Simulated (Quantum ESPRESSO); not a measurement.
HfO2 in Quantum ESPRESSO: the effect of functional

Crystal: HfO2.

```
CELL_PARAMETERS angstrom
0.00000 2.55750 2.55750
2.55750 0.00000 2.55750
2.55750 2.55750 0.00000
ATOMIC_POSITIONS crystal
Hf 0.00000 0.00000 0.00000
O 0.75000 0.75000 0.75000
O 0.25000 0.25000 0.25000
```

Measurements of this composition are mostly on another form, of space group No. 14.

Alike in all runs:

```yaml
Program: Quantum ESPRESSO 7.5
Task: phonons
Cutoff: 612 eV
Density_cutoff: 4898 eV
k_mesh: 4 × 4 × 4, shifted
Occupations: fermi-dirac, width 0.05 eV
Spin: no spin polarisation
```

Each run relaxes the cell or the atoms first.

**Question.** One run gave: relaxed volume 10.35 Å³/atom; dielectric constant 5.24 mean; highest phonon frequency 605 cm⁻¹. Which functional did it use?
A. LDA
B. revPBE
C. vdW-DF-cx
D. PBE
E. RPBE

**Answer.** A.

| functional | potentials or basis | relaxed volume (Å³/atom) | dielectric constant (mean) | highest phonon frequency (cm⁻¹) |
| --- | --- | --- | --- | --- |
| LDA | GBRV 1.5 LDA | 10.35 | 5.24 | 605 |
| PBE | GBRV 1.5 PBE | 10.94 | 5.17 | 570 |
| RPBE | GBRV 1.5 PBE | 11.15 | 5.11 | 560 |
| revPBE | GBRV 1.5 PBE | 11.09 | 5.13 | 562 |
| PW91 | GBRV 1.5 PBE | 10.92 | 5.17 | 573 |
| vdW-DF-cx | GBRV 1.5 PBE | 10.63 | 5.23 | 592 |

Caveats: the potentials were made for another functional, which shifts forces and pressure (some runs).

Not every run made on this cell is shown here.
